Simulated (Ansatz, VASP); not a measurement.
PtSe in VASP and in Ansatz

```
Pt Se
1.0
     3.62783    0.00000    0.00000
    -1.81392    3.14180    0.00000
     0.00000    0.00000    3.61284
Pt Se
1 1
Cartesian
  0.0000 0.0000 0.0000
  1.8139 1.0473 1.8064
```

The cell comes from a database or a generator and needn't be the stable form of this composition.

Alike in both runs: task single point; functional PBE; k mesh 7 × 7 × 6; occupations fermi-dirac, width 0.05 eV; no spin polarisation.

|  | VASP | Ansatz |
| --- | --- | --- |
| version | VASP 6.6.1 | Ansatz 0.2.0 |
| potentials or method | VASP PAW PBE potentials, release 64 (Pt, Se) | Ansatz PAW |
| plane-wave cutoff (eV) | 520 | 420 |
| valence electrons in the cell | 16 | 34 |

VASP gave:

| Property | Result |
| --- | --- |
| gap on the k mesh at the Fermi level (eV) | none |
| pressure (GPa) | -9.0 |
| largest component of the traceless stress (GPa) | 3.44 |

Which values does Ansatz return?

gap on the k mesh at the Fermi level (eV): none; pressure (GPa): -8.9; largest component of the traceless stress (GPa): 3.41.

A gap of «none» marks a metal or a gap that the smearing closes. The functional is the same, so the differences come from potentials, cutoffs and numerics. The two sets of potentials don't hold the same shells in valence.

The runs have no spin-orbit coupling, so splittings on Pt are missing.
